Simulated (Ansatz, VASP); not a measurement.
## BN: VASP beside Ansatz

INCAR

```
PREC = Accurate
ENCUT = 520
EDIFF = 1E-8
ISMEAR = -1
SIGMA = 0.03
LREAL = F
LASPH = T
NELM = 100
ALGO = Normal
ISIF = 2
LWAVE = F
LCHARG = F
GGA = PS
LEFG = T
NBANDS = 11
```

The input KPOINTS:

```
regular mesh
0
Gamma
  13 13 13
```

The input POSCAR:

```
BN
1.0
    0.0000000000      1.7830713297      1.7830713297
    1.7830713297      0.0000000000      1.7830713297
    1.7830713297      1.7830713297      0.0000000000
B N
1 1
Direct
    0.0000000000      0.0000000000      0.0000000000
    0.7500000000      0.7500000000      0.7500000000
```

Input for Ansatz:

```yaml
crystal:
  lattice:
    - [0.0, 1.7830713297, 1.7830713297]
    - [1.7830713297, 0.0, 1.7830713297]
    - [1.7830713297, 1.7830713297, 0.0]
  atoms:
    - { symbol: B, position: [0.0, 0.0, 0.0] }
    - { symbol: "N", position: [0.75, 0.75, 0.75] }
kpoints:
  mp_grid: { grid: [13, 13, 13] }
scf:
  occupations: { method: fermi_dirac, width: 0.03 }
hamiltonian:
  xc: pbesol
  pseudopotentials: { kind: paw }
output:
  forces: true
  stress: true
  eigenvalues: true
  efg: { contact_densities: true }
  write_density: true
  write_potential: true
  elf: true
  volumetric_format: npy
```

Change from the starting cell: volume scaled by 0.96, PAW files.

Alike in both runs: task electric field gradients; functional PBEsol; k mesh 13 × 13 × 13; occupations fermi-dirac, width 0.03 eV; no spin polarisation.

|  | VASP | Ansatz |
| --- | --- | --- |
| version | VASP 6.6.1 | Ansatz 0.2.0 |
| potentials or method | VASP PAW PBE potentials, release 64 (B, N) | PAW with Ansatz's default frozen-core files, scalar-relativistic |
| plane-wave cutoff (eV) | 520 | 420 |
| valence electrons in the cell | 8 | 8 |

Ansatz gave:

| Property | Result |
| --- | --- |
| gap on the k mesh at the Fermi level (eV) | 4.41 |
| pressure (GPa) | 13.5 |
| Vzz of the field gradient on the site that differs most (V/Å²) | 0.0 |

Task: Which values does VASP return?

Result: gap on the k mesh at the Fermi level (eV): 4.40; pressure (GPa): 14.3; Vzz of the field gradient on the site that differs most (V/Å²): 0.0.

Caveats: the PAW data sets were made with another functional, which shifts forces and pressure a little (VASP); an odd mesh through Γ misses points on the zone boundary, where band edges often lie.
